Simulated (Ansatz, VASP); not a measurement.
SiC: VASP beside Ansatz

POSCAR

```
SiC
1.0
    0.0000000000      2.1781773184      2.1781773184
    2.1781773184      0.0000000000      2.1781773184
    2.1781773184      2.1781773184      0.0000000000
Si C
1 1
Direct
    0.0000000000      0.0000000000      0.0000000000
    0.2500000000      0.2500000000      0.2500000000
```

Contents of INCAR.step1:

```
ALGO = Normal ; EDIFF = 1E-4
ENCUT = 520 ; GGA = PE
ISMEAR = 0 ; LASPH = True
LCHARG = False ; LREAL = False
LWAVE = True ; NBANDS = 11
NELM = 80 ; PREC = Accurate
SIGMA = 0.02
```

The input INCAR.step2:

```
ALGO = Normal ; EDIFF = 1E-7
ENCUT = 520 ; ISIF = 2
ISMEAR = 0 ; ISTART = 1
LASPH = True ; LCHARG = False
LMIXTAU = True ; LREAL = False
LWAVE = False ; METAGGA = R2SCAN
NBANDS = 11 ; NELM = 80
PREC = Accurate ; SIGMA = 0.02
```

Contents of KPOINTS:

```
k-points
0
Gamma
  10 10 10
```

Input for Ansatz:

```yaml
crystal:
  lattice:
    - [0.0, 2.1781773191, 2.1781773191]
    - [2.1781773191, 0.0, 2.1781773191]
    - [2.1781773191, 2.1781773191, 0.0]
  atoms:
    - { symbol: Si, position: [0.0, 0.0, 0.0] }
    - { symbol: C, position: [0.25, 0.25, 0.25] }
basis:
  ecutwfc: 500
kpoints:
  mp_grid: { grid: [10, 10, 10] }
  band_path:
    path:
      - [[0.0, 0.0, 0.0], [-0.5, -0.5, 0.0], [-0.375, -0.375, 0.25]]
      - [[-0.375, 0.0, 0.375], [0.0, 0.0, 0.0], [0.0, 0.0, 0.5], [-0.5, -0.25, 0.25], [-0.5, -0.5, 0.0]]
    npoints: 14
hamiltonian:
  xc: r2scan
scf:
  occupations: { method: gaussian, width: 0.02 }
  n_extra_bands: 6
output:
  forces: true
  stress: true
  eigenvalues: true
  populations: true
  dos: { projected: true, de: 0.02, nscf_kmesh: { grid: [15, 15, 15] } }
  bader: true
  write_density: true
  write_potential: true
  elf: true
  volumetric_format: npy
```

Alike in both runs: task single point; functional r2SCAN; k mesh 10 × 10 × 10; occupations gaussian, width 0.02 eV; no spin polarisation.

|  | VASP | Ansatz |
| --- | --- | --- |
| version | VASP 6.6.1 | Ansatz 0.2.0 |
| potentials or method | VASP PAW PBE potentials, release 64 (Si, C) | scalar-relativistic, plane waves, PAW |
| plane-wave cutoff (eV) | 520 | 500 |
| valence electrons in the cell | 8 | 8 |

Ansatz gave:

```
gap on the k mesh at the Fermi level (eV) : 1.71
least direct gap on the mesh (eV)         : 5.05
pressure (GPa)                            : 0.0
```

Which values does VASP return?

gap on the k mesh at the Fermi level (eV): 1.72; least direct gap on the mesh (eV): 5.06; pressure (GPa): -0.2.

The functional is the same, so the differences come from potentials, cutoffs and numerics.

Caveats: the PAW data sets were made with another functional, which shifts forces and pressure a little (VASP). A k mesh can miss the band edges. r2SCAN opens gaps a little over a GGA but as a rule still falls short of measured ones.
